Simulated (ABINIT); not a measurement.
The system is I.

```
I
1.0
     3.63503   -2.39502    0.00000
     3.63503    2.39502    0.00000
     0.00000    0.00000    9.79344
I
4
Cartesian
  3.6350 -0.7152 3.7646
  3.6350 1.6799 1.1321
  3.6350 0.7152 6.0288
  3.6350 -1.6799 8.6613
```

Base run:

```yaml
Program: ABINIT 10.8.3 (patched build)
Functional: LDA
Potentials_or_basis: PseudoDojo NC SR LDA v0.4.1 standard
Cutoff: 707 eV
k_mesh: 5 × 5 × 2
Occupations: fermi-dirac, width 0.05 eV
Spin: no spin polarisation
```

Its results: band gap on the k mesh 1.22 eV, indirect (least direct gap 1.29 eV); pressure -1.2 GPa; largest force 0.799 eV/Å.

Problem. The run is repeated on the same cell with these changes: functional from LDA to PBE; potentials or basis from PseudoDojo NC SR LDA v0.4.1 standard to PseudoDojo NC SR PBE v0.4.1 standard. What comes out?

Solution. Band gap on the k mesh 1.30 eV, indirect (least direct gap 1.37 eV); pressure 1.5 GPa; largest force 0.916 eV/Å.

Caveats: spin-orbit coupling is left out, which moves the levels of the heavy elements; an odd mesh through Γ misses points on the zone boundary, where band edges often lie.
